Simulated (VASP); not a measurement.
# InP (F-43m) in VASP: settings compared

Aim: see how the results for InP move with the level of theory and the settings. Levels: PBE, RPBE+D4, PBEsol+D4, PBEsol. Tasks: single point, relaxation of cell and atoms.

Program: VASP 6.6.1. These are calculated values, not measurements. Logs are shortened: lines on timing, memory, paths and dates and some standing lists are left out, and cuts for length are marked.

**The experiment to reproduce.**

From a printed reference work, data compilation, for a bulk crystal of InP at 1.6 K: band gap 1.4236 eV (direct).

The results are compared with them further down.

### Step 1. The cell of the first run

Symmetry: F-43m, No. 216, cubic system. The conventional cell has a = 5.861 Å, b = 5.861 Å, c = 5.861 Å, α = 90.00°, β = 90.00°, γ = 90.00°. Within 3.3 Å of In (site symmetry -43m) lie 4 P at 2.54 Å. P (site symmetry -43m) has 4 In at 2.54 Å within 3.3 Å.

### Step 2. Single point, PBE

Input file INCAR:

```
SYSTEM = InP
ALGO = Normal ; EDIFF = 1E-6
ENCUT = 520 ; GGA = PE
ISIF = 2 ; ISMEAR = 0
LASPH = .True. ; LCHARG = .False.
LREAL = .False. ; LWAVE = .False.
NBANDS = 16 ; NELM = 80
PREC = Accurate ; SIGMA = 0.011
```

Input file KPOINTS:

```
k-points
0
Gamma
  8 8 8
  0 0 0
```

Input file POSCAR:

```
InP
1.0
    0.0000000000      2.9305000000      2.9305000000
    2.9305000000      0.0000000000      2.9305000000
    2.9305000000      2.9305000000      0.0000000000
In P
1 1
Direct
    0.0000000000      0.0000000000      0.0000000000
    0.7500000000      0.7500000000      0.7500000000
```

Potentials or basis: VASP PAW PBE potentials, release 64 (In_d, P).

On the command line:

```bash
$ cat potpaw_PBE.64/In_d/POTCAR potpaw_PBE.64/P/POTCAR > POTCAR
$ mpirun -np 1 vasp_std > vasp.out
```

OUTCAR:

```text
SYSTEM = InP
   EDIFF = 1E-6
   ENCUT = 520
   GGA = PE
   ISIF = 2
   ISMEAR = 0
   LASPH = .True.
   LREAL = .False.
   NELM = 80
   PREC = Accurate

 ion  position               nearest neighbor table
   1  0.000  0.000  0.000-   2 2.54   2 2.54   2 2.54   2 2.54
   2  0.750  0.750  0.750-   1 2.54   1 2.54   1 2.54   1 2.54

  LATTYP: Found a face centered cubic cell.
 ALAT       =     5.8610000000

  Lattice vectors:

 A1 = (   0.0000000000,   2.9305000000,   2.9305000000)
 A2 = (   2.9305000000,   0.0000000000,   2.9305000000)
 A3 = (   2.9305000000,   2.9305000000,   0.0000000000)

Analysis of symmetry for initial positions (statically):
=====================================================================
 Subroutine PRICEL returns:
 Original cell was already a primitive cell.

 Routine SETGRP: Setting up the symmetry group for a
 face centered cubic supercell.

 Subroutine GETGRP returns: Found 24 space group operations
 (whereof 24 operations were pure point group operations)
 out of a pool of 48 trial point group operations.

The static configuration has the point symmetry T_d .

Analysis of symmetry for dynamics (positions and initial velocities):
=====================================================================
 Subroutine PRICEL returns:
 Original cell was already a primitive cell.

 Routine SETGRP: Setting up the symmetry group for a
 face centered cubic supercell.

 Subroutine GETGRP returns: Found 24 space group operations
 (whereof 24 operations were pure point group operations)
 out of a pool of 48 trial point group operations.

The dynamic configuration has the point symmetry T_d .

 Subroutine INISYM returns: Found 24 space group operations
 (whereof 24 operations are pure point group operations),
 and found     1 'primitive' translations

----------------------------------------------------------------------------------------

                                     Primitive cell

  volume of cell :      50.3333

  direct lattice vectors                    reciprocal lattice vectors
     0.000000000  2.930500000  2.930500000    -0.170619348  0.170619348  0.170619348
     2.930500000  0.000000000  2.930500000     0.170619348 -0.170619348  0.170619348
     2.930500000  2.930500000  0.000000000     0.170619348  0.170619348 -0.170619348

  length of vectors
     4.144352845  4.144352845  4.144352845     0.295521380  0.295521380  0.295521380

  position of ions in fractional coordinates (direct lattice)
     0.000000000  0.000000000  0.000000000
     0.750000000  0.750000000  0.750000000

[... 77 lines left out ...]
   LREAL  =      F    real-space projection
   EDIFFG = 0.1E-04   stopping-criterion for IOM
   NSW    =      0    number of steps for IOM
   IBRION =     -1    ionic relax: 0-MD 1-quasi-New 2-CG
   NFREE  =      0    steps in history (QN), initial steepest desc. (CG)
   ISIF   =      2    stress and relaxation
   ISYM   =      2    0-nonsym 1-usesym 2-fastsym
   POTIM  = 0.5000    time-step for ionic-motion
   TEBEG  =    0.0;   TEEND  =   0.0 temperature during run
   PSTRESS=    0.0 pullay stress
   NELECT =      18.0000    total number of electrons
   NUPDOWN=      -1.0000    fix difference up-down
   EMIN   =  10.00;   EMAX   =-10.00  energy-range for DOS
   EFERMI =   0.00;   METHOD = LEGACY
   ISMEAR =     0;   SIGMA  =   0.01  broadening in eV -4-tet -1-fermi 0-gaus
   EFERMI_NEDOS =   21; number of points for ismear=-14 and -15
   IALGO  =     38    algorithm
   IMIX   =      4    mixing-type and parameters
     AMIX     =   0.40;   BMIX     =  1.00
     AMIX_MAG =   1.60;   BMIX_MAG =  1.00
  volume/ion in A,a.u.               =      25.17       169.83
  Fermi-wavevector in a.u.,A,eV,Ry     =   1.162021  2.195901 18.371846  1.350293
  Thomas-Fermi vector in A             =   2.298587
   LORBIT       =      0    0 simple, 1 ext, 2 COOP (PROOUT), +10 PAW based schemes
   GGA     = PE    functional components
   LHFCALC =     F    Hartree Fock is set to
   AEXX    =    0.0000 exact exchange contribution
   IVDW    =     0    specifies the selected vdW correction
   LEPSILON=     F    determine dielectric tensor
   LRPA    =     F    only Hartree local field effects (RPA)
 non-spin polarized calculation
 Gauss-broadening in eV      SIGMA  =   0.01
  energy-cutoff  :      520.00
  volume of cell :       50.33
 maximum number of plane-waves:      1380
   NGX = 15   NGY = 15   NGZ = 15

 number of electron      18.0000005 magnetization

 Free energy of the ion-electron system (eV)
  ---------------------------------------------------
  ext. energy  EPLUGINS =         0.00000000
  ---------------------------------------------------
  free energy    TOTEN  =        -8.38078674 eV

  energy without entropy =       -8.38078674  energy(sigma->0) =       -8.38078674

 E-fermi :   5.2787     XC(G=0):  -9.2831

 val. band max:        5.1888467657   @ k =   0.0000   0.0000   0.0000
 cond. band min:       5.9008512377   @ k =   0.0000   0.0000   0.0000
 fundamental gap:      0.7120044720
 Fermi energy:         5.2787244909

 k-point     1 :       0.0000    0.0000    0.0000
  band No.  band energies     occupation
      1      -8.9971      2.00000
      2      -8.9971      2.00000
      3      -8.9971      2.00000
      4      -8.8450      2.00000
      5      -8.8450      2.00000
      6      -6.3284      2.00000
[... 433 lines left out ...]
      3      -8.9285      2.00000
      4      -8.8504      2.00000
      5      -8.8320      2.00000
      6      -4.2866      2.00000
[... 8 lines left out ...]
     15      15.8985      0.00000
     16      16.5202      0.00000

 [... further k-points ...]

------------------------ aborting loop because EDIFF is reached ----------------------------------------

  FORCE on cell =-STRESS in cart. coord.  units (eV):
  Direction    XX          YY          ZZ          XY          YZ          ZX
  --------------------------------------------------------------------------------------
  -------------------------------------------------------------------------------------
  Total        1.0287256      1.0287256      1.0287256      0.0000000      0.0000000      0.0000000
  in kB       32.7457498     32.7457498     32.7457498      0.0000000      0.0000000      0.0000000
  external PRESSURE =      32.7457498 kB  Pullay stress =       0.0000000 kB

 VOLUME and BASIS-vectors are now :
 -----------------------------------------------------------------------------
  energy-cutoff  :      520.00
  volume of cell :       50.33
      direct lattice vectors                 reciprocal lattice vectors
     0.000000000  2.930500000  2.930500000    -0.170619348  0.170619348  0.170619348
     2.930500000  0.000000000  2.930500000     0.170619348 -0.170619348  0.170619348
     2.930500000  2.930500000  0.000000000     0.170619348  0.170619348 -0.170619348

 POSITION                                       TOTAL-FORCE (eV/Angst)
 -----------------------------------------------------------------------------------
      0.00000      0.00000      0.00000        -0.000000     -0.000000     -0.000000
      4.39575      4.39575      4.39575         0.000000      0.000000      0.000000
 -----------------------------------------------------------------------------------
    total drift:                                0.000000      0.000000      0.000000

  FREE ENERGIE OF THE ION-ELECTRON SYSTEM (eV)
  ---------------------------------------------------
  free  energy   TOTEN  =        -8.3807867413 eV

  energy  without entropy=       -8.3807867413  energy(sigma->0) =       -8.38078674
```

OSZICAR:

```text
N       E                     dE             d eps       ncg     rms          rms(c)
DAV:   1     0.112995587785E+03    0.11300E+03   -0.85472E+03   928   0.127E+03
DAV:   2    -0.142637708562E+01   -0.11442E+03   -0.10987E+03  1048   0.302E+02
DAV:   3    -0.860444285782E+01   -0.71781E+01   -0.71445E+01  1256   0.741E+01
DAV:   4    -0.879462403018E+01   -0.19018E+00   -0.19012E+00  1168   0.128E+01
DAV:   5    -0.880319384520E+01   -0.85698E-02   -0.85697E-02  1384   0.227E+00    0.571E+00
DAV:   6    -0.840912007921E+01    0.39407E+00   -0.62314E-01  1480   0.129E+01    0.342E+00
DAV:   7    -0.837955599033E+01    0.29564E-01   -0.16088E-01  1352   0.320E+00    0.126E+00
DAV:   8    -0.837994000425E+01   -0.38401E-03   -0.15664E-02  1192   0.147E+00    0.332E-01
DAV:   9    -0.838056189659E+01   -0.62189E-03   -0.13059E-03  1184   0.381E-01    0.159E-01
DAV:  10    -0.838071225152E+01   -0.15035E-03   -0.24609E-04  1352   0.210E-01    0.102E-01
DAV:  11    -0.838078729715E+01   -0.75046E-04   -0.12592E-04  1120   0.987E-02    0.462E-02
DAV:  12    -0.838078674129E+01    0.55585E-06   -0.78308E-06  1080   0.263E-02
   1 F= -.83807867E+01 E0= -.83807867E+01  d E =-.368911E-33
```

Run time: 10 s. Hardware: 1 thread of Intel Xeon 6975P-C (Granite Rapids), shared host; peak memory 0.17 GiB.

Results:

| Property | Result |
| --- | --- |
| Free energy | -8.3808 eV |
| Pressure | 3.3 GPa |
| Band gap on the k mesh | 0.71 eV, direct |

Caveat: spin-orbit coupling is left out, which moves the levels of the heavy elements.

### Step 3. Single point, RPBE+D4

This run uses another cell than the first one, of 25.50 Å³/atom, 1.013 times its volume.

Input file INCAR:

```
SYSTEM = InP
ALGO = Normal
EDIFF = 1E-6
ENCUT = 520
GGA = RP
ISIF = 2
ISMEAR = -1
IVDW = 13
LASPH = .True.
LCHARG = .True.
LELF = .True.
LREAL = .False.
LVHAR = .True.
LWAVE = .False.
NBANDS = 16
NELM = 100
PREC = Accurate
SIGMA = 0.05
```

KPOINTS is that of step 2.

Input file POSCAR:

```
InP
1.0
    0.0000000000      2.9433782617      2.9433782617
    2.9433782617      0.0000000000      2.9433782617
    2.9433782617      2.9433782617      0.0000000000
In P
1 1
Direct
    0.0000000000      0.0000000000      0.0000000000
    0.7500000000      0.7500000000      0.7500000000
```

Potentials or basis: VASP PAW PBE potentials, release 64 (In_d, P).

On the command line:

```bash
$ cat potpaw_PBE.64/In_d/POTCAR potpaw_PBE.64/P/POTCAR > POTCAR
$ mpirun -np 1 vasp_std > vasp.out
```

Run time: 12 s. Hardware: 1 thread of Intel Xeon 6975P-C (Granite Rapids), shared host; peak memory 0.18 GiB.

It converged, with:

| Item | Value |
| --- | --- |
| Free energy | -8.9072 eV |
| Pressure | -0.1 GPa |
| Band gap on the k mesh | 0.77 eV, direct |
| Dispersion energy per atom | -0.598 eV |

Levels at points of the mesh, in eV from the valence-band top:
```tsv
k point	band 5	band 6	band 7	band 8	band 9	band 10	band 11	band 12	band 13	band 14
(0.00, 0.00, 0.00)	-14.03	-11.40	0.00	0.00	0.00	0.77	4.14	4.14	4.14	8.75
(0.50, 0.00, 0.00)	-14.02	-9.73	-5.61	-0.94	-0.94	1.57	4.86	4.86	7.24	9.60
(0.50, 0.50, 0.00)	-14.00	-9.09	-5.64	-2.26	-2.26	1.91	2.35	9.28	9.58	9.58
```

Caveat: the PAW data sets were made with another functional, which shifts forces and pressure a little; spin-orbit coupling is left out, which moves the levels of the heavy elements.

### Step 4. Single point, PBEsol+D4

This run uses another cell than the first one, of 24.95 Å³/atom, 0.991 times its volume.

Input file INCAR:

```
SYSTEM = InP
PREC = Accurate
ENCUT = 520
EDIFF = 1E-6
ISMEAR = -1
SIGMA = 0.05
LREAL = .False.
LASPH = .True.
NELM = 100
ALGO = Normal
ISIF = 2
LWAVE = .False.
LCHARG = .True.
GGA = PS
IVDW = 13
LELF = .True.
LVHAR = .True.
NBANDS = 16
```

Input file KPOINTS:

```
Automatic mesh
0
Gamma
  8 8 8
  0 0 0
```

Input file POSCAR:

```
InP
1.0
    0.0000000000      2.9220329907      2.9220329907
    2.9220329907      0.0000000000      2.9220329907
    2.9220329907      2.9220329907      0.0000000000
In P
1 1
Direct
    0.0000000000      0.0000000000      0.0000000000
    0.7500000000      0.7500000000      0.7500000000
```

Potentials or basis: VASP PAW PBE potentials, release 64 (In_d, P).

On the command line:

```bash
$ cat potpaw_PBE.64/In_d/POTCAR potpaw_PBE.64/P/POTCAR > POTCAR
$ mpirun -np 1 vasp_std > vasp.out
```

OUTCAR:

```text
SYSTEM = InP
   PREC = Accurate
   ENCUT = 520
   EDIFF = 1E-6
   ISMEAR = -1
   LREAL = .False.
   LASPH = .True.
   NELM = 100
   ISIF = 2
   GGA = PS
   IVDW = 13

 ion  position               nearest neighbor table
   1  0.000  0.000  0.000-   2 2.53   2 2.53   2 2.53   2 2.53
   2  0.750  0.750  0.750-   1 2.53   1 2.53   1 2.53   1 2.53

  LATTYP: Found a face centered cubic cell.
 ALAT       =     5.8440659814

  Lattice vectors:

 A1 = (   0.0000000000,   2.9220329907,   2.9220329907)
 A2 = (   2.9220329907,   0.0000000000,   2.9220329907)
 A3 = (   2.9220329907,   2.9220329907,   0.0000000000)

[... 639 lines left out ...]

  DFT-D4 for vdW energy calculation

  Edisp (eV):   -0.39946

  FORCE on cell =-STRESS in cart. coord.  units (eV):
  Direction    XX          YY          ZZ          XY          YZ          ZX
  --------------------------------------------------------------------------------------
  -------------------------------------------------------------------------------------
  Total      -0.00639    -0.00639    -0.00639     0.00000    -0.00000     0.00000
  in kB      -0.20508    -0.20508    -0.20508     0.00000    -0.00000     0.00000
  external pressure =       -0.21 kB  Pullay stress =        0.00 kB

 VOLUME and BASIS-vectors are now :
 -----------------------------------------------------------------------------
  energy-cutoff  :      520.00
  volume of cell :       49.90
      direct lattice vectors                 reciprocal lattice vectors
     0.000000000  2.922032991  2.922032991    -0.171113742  0.171113742  0.171113742
     2.922032991  0.000000000  2.922032991     0.171113742 -0.171113742  0.171113742
     2.922032991  2.922032991  0.000000000     0.171113742  0.171113742 -0.171113742

 POSITION                                       TOTAL-FORCE (eV/Angst)
 -----------------------------------------------------------------------------------
      0.00000      0.00000      0.00000         0.000000      0.000000      0.000000
      4.38305      4.38305      4.38305        -0.000000     -0.000000     -0.000000
 -----------------------------------------------------------------------------------
    total drift:                                0.000000      0.000000     -0.000000

  FREE ENERGIE OF THE ION-ELECTRON SYSTEM (eV)
  ---------------------------------------------------
  free  energy   TOTEN  =        -9.5507750329 eV

  energy  without entropy=       -9.5507673910  energy(sigma->0) =       -9.55077121
```

It took 10 s on 1 thread of Intel Xeon 6975P-C (Granite Rapids), shared host; peak memory 0.18 GiB.

Results:

```
Free energy                : -9.5508 eV
Pressure                   : 0.0 GPa
Band gap on the k mesh     : 0.66 eV, direct
Dispersion energy per atom : -0.200 eV
```

Levels at points of the mesh, in eV from the valence-band top:
| k point | band 5 | band 6 | band 7 | band 8 | band 9 | band 10 | band 11 | band 12 | band 13 | band 14 |
| --- | --- | --- | --- | --- | --- | --- | --- | --- | --- | --- |
| (0.00, 0.00, 0.00) | -14.01 | -11.61 | 0.00 | 0.00 | 0.00 | 0.66 | 4.02 | 4.02 | 4.02 | 8.40 |
| (0.50, 0.00, 0.00) | -14.00 | -9.83 | -5.85 | -1.00 | -1.00 | 1.42 | 4.74 | 4.74 | 6.96 | 9.35 |
| (0.50, 0.50, 0.00) | -13.97 | -9.15 | -5.85 | -2.38 | -2.38 | 1.62 | 2.16 | 9.15 | 9.59 | 9.59 |

Caveat: the PAW data sets were made with another functional, which shifts forces and pressure a little; spin-orbit coupling is left out, which moves the levels of the heavy elements.

### Step 5. Relaxation of cell and atoms, PBEsol

Input file INCAR:

```
SYSTEM = InP
PREC     = Accurate       ! precision mode
ENCUT    = 600            ! plane-wave cutoff, eV
EDIFF    = 1E-7           ! SCF threshold, eV
ISMEAR   = -1             ! smearing method
SIGMA    = 0.05           ! smearing width, eV
LREAL    = .FALSE.        ! projectors in reciprocal space
LASPH    = .TRUE.         ! aspherical terms in the spheres
NELM     = 80             ! most SCF steps
ALGO     = Normal         ! electronic algorithm
ISIF     = 3              ! what is computed and relaxed
LWAVE    = .FALSE.        ! write WAVECAR
LCHARG   = .FALSE.        ! write CHGCAR
GGA      = PS             ! functional
IBRION   = 2              ! ionic algorithm
NSW      = 80             ! ionic steps
EDIFFG   = -0.01          ! ionic threshold
```

Input file KPOINTS:

```
Automatic mesh
0
G
  8 8 8
  0 0 0
```

Input file POSCAR:

```
InP
1.0
    0.0000000000      2.9305000000      2.9305000000
    2.9305000000      0.0000000000      2.9305000000
    2.9305000000      2.9305000000      0.0000000000
In P
1 1
Direct
    0.0000000000      0.0000000000      0.0000000000
    0.7500000000      0.7500000000      0.7500000000
```

On the command line:

```bash
$ cat potpaw_PBE.64/In_d/POTCAR potpaw_PBE.64/P/POTCAR > POTCAR
$ mpirun -np 1 vasp_std > vasp.out
```

Wall time 30 s (1 thread of Intel Xeon 6975P-C (Granite Rapids), shared host); peak memory 0.22 GiB.

Results (log left out):

```
Free energy                            : -9.1551 eV
Relaxed volume                         : 25.40 Å³/atom
Relaxed cell                           : a = 4.157 Å, b = 4.157 Å, c = 4.157 Å, α = 60.00°, β = 60.00°, γ = 60.00°
Space group after relaxing (to 0.05 Å) : F-43m (No. 216)
Energy gained by relaxing              : 0.4 meV/atom
Ionic steps                            : 3
Pressure after relaxing                : 0.0 GPa
Band gap on the k mesh                 : 0.57 eV, direct
```

The path:
| step | energy change (eV) | largest force (eV/Å) | pressure (GPa) | volume (Å³) |
| --- | --- | --- | --- | --- |
| 1 | 0.0000 | 0.0000 | 0.61 | 50.33 |
| 2 | -0.0006 | 0.0000 | -0.31 | 51.03 |
| 3 | -0.0009 | 0.0000 | 0.00 | 50.79 |

Final structure:
```
In P
1.0
     0.00000    2.93938    2.93938
     2.93938    0.00000    2.93938
     2.93938    2.93938    0.00000
In P
1 1
Cartesian
  0.0000 0.0000 0.0000
  4.4091 4.4091 4.4091
```

Levels at points of the mesh, in eV from the valence-band top:
| k point | band 6 | band 7 | band 8 | band 9 | band 10 | band 11 | band 12 | band 13 |
| --- | --- | --- | --- | --- | --- | --- | --- | --- |
| (0.00, 0.00, 0.00) | -11.49 | 0.00 | 0.00 | 0.00 | 0.57 | 4.02 | 4.02 | 4.02 |
| (0.50, 0.00, 0.00) | -9.77 | -5.75 | -0.97 | -0.97 | 1.38 | 4.73 | 4.73 | 6.93 |
| (0.50, 0.50, 0.00) | -9.11 | -5.78 | -2.32 | -2.32 | 1.65 | 2.17 | 9.04 | 9.47 |

Caveat: the PAW data sets were made with another functional, which shifts forces and pressure a little; spin-orbit coupling is left out, which moves the levels of the heavy elements. Zero-point motion and thermal expansion aren't in these numbers.

### Step 6. Summary

| task | level | cell | cutoff (eV) | smearing | gap on the mesh (eV) | pressure (GPa) |
| --- | --- | --- | --- | --- | --- | --- |
| single point | PBE | a = 4.144 Å, angles 60.0°, 2 atoms | 520 | gaussian 0.011 eV | 0.71 | 3.3 |
| single point | RPBE+D4 | a = 4.163 Å, angles 60.0°, 2 atoms | 520 | fermi-dirac 0.05 eV | 0.77 | -0.1 |
| single point | PBEsol+D4 | a = 4.132 Å, angles 60.0°, 2 atoms | 520 | fermi-dirac 0.05 eV | 0.66 | 0.0 |
| relaxation of cell and atoms | PBEsol | relaxed from a = 4.144 Å, angles 60.0°, 2 atoms | 600 | fermi-dirac 0.05 eV | 0.57 | 0.0 |

Alike in all rows: potentials or basis VASP PAW PBE potentials, release 64 (In_d, P); no spin polarisation; k mesh 8 × 8 × 8.

Caveats: spin-orbit coupling is left out, which moves the levels of the heavy elements; the PAW data sets were made with another functional, which shifts forces and pressure a little (some runs).

Total energies depend on the potentials used, so only differences within one code and one set of settings carry meaning.

### Step 7. Comparison with measurements

Step 3. Measured gap of InP: 1.4236 eV (direct; 1.6 K; a printed reference work, data compilation). This calculation gives 0.77 eV (-0.65 eV). Spin-orbit coupling on In is left out. The value is that of RPBE+D4, without temperature or zero-point motion. Semilocal functionals fall short of measured gaps as a rule.

Step 4. Measured gap of InP: 1.4236 eV (direct; 1.6 K; a printed reference work, data compilation). This calculation gives 0.66 eV (-0.76 eV). Spin-orbit coupling on In is left out. The value is that of PBEsol+D4, without temperature or zero-point motion. Semilocal functionals fall short of measured gaps as a rule.
